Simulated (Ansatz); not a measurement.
## TiSi2: equation of state with PBE

The system is TiSi2.

```
Ti Si
1.0
     1.76511   -6.75928    0.00000
     1.76511    6.75928    0.00000
     0.00000    0.00000    3.56517
Ti Si
2 4
Cartesian
  1.7651 5.3653 0.8913
  1.7651 -5.3653 2.6739
  1.7651 -3.3839 0.8913
  1.7651 3.3839 2.6739
  1.7651 0.7875 0.8913
  1.7651 -0.7875 2.6739
```

The cell comes from a database or a generator and needn't be the stable form of this composition.

| Property | Result |
| --- | --- |
| Program | Ansatz 0.2.0 |
| Task | equation of state |
| Functional | PBE |
| Potentials or basis | Ansatz PAW |
| Cutoff | 420 eV |
| Density cutoff | 1680 eV |
| k mesh | 8 × 8 × 8 |
| Occupations | fermi-dirac, width 0.05 eV |
| Spin | no spin polarisation |

The equilibrium volume is 14.37 Å³/atom, the bulk modulus at fixed shape and positions is 138 GPa and the pressure derivative of the bulk modulus is 4.3.

Energy against volume, from the lowest point:
```csv
volume (Å³/atom),energy (meV/atom)
13.328,36.49
13.611,18.44
13.895,6.74
14.179,0.79
14.462,0.00
14.746,3.87
15.029,11.94
```

All runs of the series together: 42 s on 2 threads of Arm Neoverse V2, on a shared host.

Caveat: the cell was scaled at fixed shape and fractional positions, which overstates the stiffness of a crystal with free parameters, most of all of layers and chains.
